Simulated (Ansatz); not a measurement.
# Si24H2O: the cost of one run

Method: DFT PBE+D3(BJ), scalar-relativistic, plane waves, PAW, in Ansatz 0.2.0.

3 further runs of the same task are left out: 3 set aside as unsound or not needed.

### Step 1. Starting point

The structure is trigonal, space group P3m1 (No. 156). The conventional cell has a = 3.834 Å, b = 3.834 Å, c = 23.043 Å, α = 90.00°, β = 90.00°, γ = 120.00°. Si (site symmetry 3m) is surrounded by 3 Si at 2.35 Å. Around Si (site symmetry 3m) lie 4 Si at 2.35 Å. Si (site symmetry 3m) is surrounded by 4 Si at 2.34 to 2.35 Å. Around Si (site symmetry 3m) lie 4 Si at 2.34 to 2.41 Å. Around Si (site symmetry 3m) lie 4 Si at 2.32 to 2.41 Å. Around Si (site symmetry 3m) lie 3 Si at 2.32 Å.

As a file:

```cif
data_structure
_symmetry_space_group_name_H-M 'P 1'
_symmetry_Int_Tables_number 1
_cell_length_a 7.6672
_cell_length_b 7.6672
_cell_length_c 23.0428
_cell_angle_alpha 90.000
_cell_angle_beta 90.000
_cell_angle_gamma 120.000
_cell_volume 1173.11
loop_
_atom_site_label
_atom_site_type_symbol
_atom_site_fract_x
_atom_site_fract_y
_atom_site_fract_z
_atom_site_occupancy
Si1 Si 0.66667 0.33333 0.34718 1
Si2 Si 0.66667 0.83333 0.34718 1
Si3 Si 0.16667 0.33333 0.34718 1
Si4 Si 0.16667 0.83333 0.34718 1
Si5 Si 0.50000 0.50000 0.38114 1
Si6 Si 0.50000 0.00000 0.38114 1
Si7 Si 0.00000 0.50000 0.38114 1
Si8 Si 0.00000 0.00000 0.38114 1
Si9 Si 0.00000 0.50000 0.48302 1
Si10 Si 0.00000 0.00000 0.48302 1
Si11 Si 0.50000 0.50000 0.48302 1
Si12 Si 0.50000 0.00000 0.48302 1
Si13 Si 0.83333 0.66667 0.51594 1
Si14 Si 0.83333 0.16667 0.51594 1
Si15 Si 0.33333 0.66667 0.51594 1
Si16 Si 0.33333 0.16667 0.51594 1
Si17 Si 0.33333 0.66667 0.62073 1
Si18 Si 0.33333 0.16667 0.62073 1
Si19 Si 0.83333 0.66667 0.62073 1
Si20 Si 0.83333 0.16667 0.62073 1
Si21 Si 0.16667 0.83333 0.65038 1
Si22 Si 0.16667 0.33333 0.65038 1
Si23 Si 0.66667 0.83333 0.65038 1
Si24 Si 0.66667 0.33333 0.65038 1
```

Planes are indexed in the bulk's conventional cell (Fd-3m (No. 227)), a = 5.422 Å, b = 5.422 Å, c = 5.422 Å, α = 90.00°, β = 90.00°, γ = 90.00°.

It is a (111) slab, 7.0 Å thick as cut, with 16 Å of vacuum, in a 2×2 surface cell; its outer planes are Si (top) and Si (bottom). An earlier relaxation, lower half held, gave -15256.2183 eV, work function 4.74 eV (top face), 4.86 eV (bottom face), gap on the mesh 0.08 eV, too small against the smearing to count, dipole along +c 0.035 e·Å per cell.

### Step 2. H2O, flat, over a bridge (Si-Si) site

File input.yaml:

```yaml
crystal:
  lattice:
    - [7.6671877233, 0.0, 0.0]
    - [-3.8335938617, 6.639979344, 0.0]
    - [0.0, 0.0, 25.0427616316]
  atoms:
    - { symbol: Si, position: [0.6666666667, 0.3333333333, 0.3194535857] }
    - { symbol: Si, position: [0.6666666667, 0.8333333333, 0.3194535857] }
    - { symbol: Si, position: [0.1666666667, 0.3333333333, 0.3194535857] }
    - { symbol: Si, position: [0.1666666667, 0.8333333333, 0.3194535857] }
    - { symbol: Si, position: [0.5, 0.5, 0.3507013004] }
    - { symbol: Si, position: [0.5, 0.0, 0.3507013004] }
    - { symbol: Si, position: [0.0, 0.5, 0.3507013004] }
    - { symbol: Si, position: [0.0, 0.0, 0.3507013004] }
    - { symbol: Si, position: [0.0, 0.5, 0.4444444445] }
    - { symbol: Si, position: [0.0, 0.0, 0.4444444445] }
    - { symbol: Si, position: [0.5, 0.5, 0.4444444445] }
    - { symbol: Si, position: [0.5, 0.0, 0.4444444445] }
    - { symbol: Si, position: [0.8333333333, 0.6666666667, 0.4747333883] }
    - { symbol: Si, position: [0.8333333333, 0.1666666667, 0.4747333883] }
    - { symbol: Si, position: [0.3333333333, 0.6666666667, 0.4747333883] }
    - { symbol: Si, position: [0.3333333333, 0.1666666667, 0.4747333883] }
    - { symbol: Si, position: [0.3333333333, 0.6666666667, 0.5711595697] }
    - { symbol: Si, position: [0.3333333333, 0.1666666667, 0.5711595697] }
    - { symbol: Si, position: [0.8333333333, 0.6666666667, 0.5711595697] }
    - { symbol: Si, position: [0.8333333333, 0.1666666667, 0.5711595697] }
    - { symbol: Si, position: [0.1666666667, 0.8333333333, 0.5984392164] }
    - { symbol: Si, position: [0.1666666667, 0.3333333333, 0.5984392164] }
    - { symbol: Si, position: [0.6666666667, 0.8333333333, 0.5984392164] }
    - { symbol: Si, position: [0.6666666667, 0.3333333333, 0.5984392164] }
    - { symbol: O, position: [0.4166666667, 0.0833333333, 0.6938759751] }
    - { symbol: H, position: [0.5423110469, 0.0765886302, 0.6938759751] }
    - { symbol: H, position: [0.3074137489, -0.059216471, 0.6938759751] }
basis:
  ecutwfc: 420
kpoints:
  mp_grid: { grid: [3, 3, 1] }
hamiltonian:
  xc: pbe
  dispersion: d3bj
scf:
  occupations: { method: gaussian, width: 0.05 }
output:
  forces: true
  eigenvalues: true
relax:
  adjacent_minimum: "off"
  f_tol: 0.04
  max_steps: 100
  constraints: [{ sites: [0, 1, 2, 3, 4, 5, 6, 7, 8, 9, 10, 11] }]
efield:
  axis: 3
  dipole_correction: true
  ramp_width: 0.04
```

On the command line:

```
> ansatz run input.yaml --threads 2 --pin off --max-ram 5120MiB --backend cpu --events-out ev --progress --plain --runs-dir out
```

**Question.** How long does this run take on 2 threads of Arm Neoverse V1, shared host, and how much memory does it need?

About 10 min, with a peak of 1.6 GiB.
